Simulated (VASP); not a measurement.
Here is a VASP 6.6.1 calculation.

The input INCAR:

```
SYSTEM = Pb
ALGO     = Normal         ! electronic algorithm
EDIFF    = 1E-6           ! SCF threshold, eV
EDIFFG   = -0.02          ! ionic threshold
ENCUT    = 600            ! plane-wave cutoff, eV
IBRION   = 2              ! ionic algorithm
ISIF     = 3              ! what is computed and relaxed
ISMEAR   = 1              ! smearing method
LASPH    = .True.         ! aspherical terms in the spheres
LCHARG   = .False.        ! write CHGCAR
LMIXTAU  = .True.       
LREAL    = .False.        ! projectors in reciprocal space
LWAVE    = .False.        ! write WAVECAR
METAGGA  = RTPSS          ! meta-GGA
NELM     = 60             ! most SCF steps
NSW      = 60             ! ionic steps
PREC     = Accurate       ! precision mode
SIGMA    = 0.1            ! smearing width, eV
```

Contents of KPOINTS:

```
k-points
0
Gamma
  9 9 9
  0 0 0
```

The input POSCAR:

```
Pb
1.0
    0.0000000000      2.4750200000      2.4750200000
    2.4750200000      0.0000000000      2.4750200000
    2.4750200000      2.4750200000      0.0000000000
Pb
1
Direct
    0.0000000000      0.0000000000      0.0000000000
```

Potentials or basis: VASP PAW PBE potentials, release 64 (Pb_d).

Command:

```bash
$ cat potpaw_PBE.64/Pb_d/POTCAR > POTCAR
$ mpirun -np 1 vasp_std > vasp.out
```

Task: Estimate the band gap on the k mesh.

Result: None (metal or under the smearing width).

Task: What does it give for the relaxed volume?

Result: 30.18 Å³/atom.

Task: Estimate the relaxed cell.

Result: a = 3.495 Å, b = 3.495 Å, c = 3.495 Å, α = 60.00°, β = 60.00°, γ = 60.00°.

Task: Predict the space group after relaxing (to 0.05 Å).

Result: Fm-3m (No. 225).

Final structure:
```yaml
crystal:
  lattice:
    - [0.00000, 2.47122, 2.47122]
    - [2.47122, 0.00000, 2.47122]
    - [2.47122, 2.47122, 0.00000]
  atoms:
    - { symbol: Pb, position: [0.00000, 0.00000, 0.00000] }
```

Caveat: the PAW data sets were made with another functional, which shifts forces and pressure a little. Spin-orbit coupling is left out, which matters for the levels of Pb.

The cell as given is a measured one (30.32 Å³/atom); revTPSS puts the equilibrium volume -0.5 % from it, thermal expansion not counted.
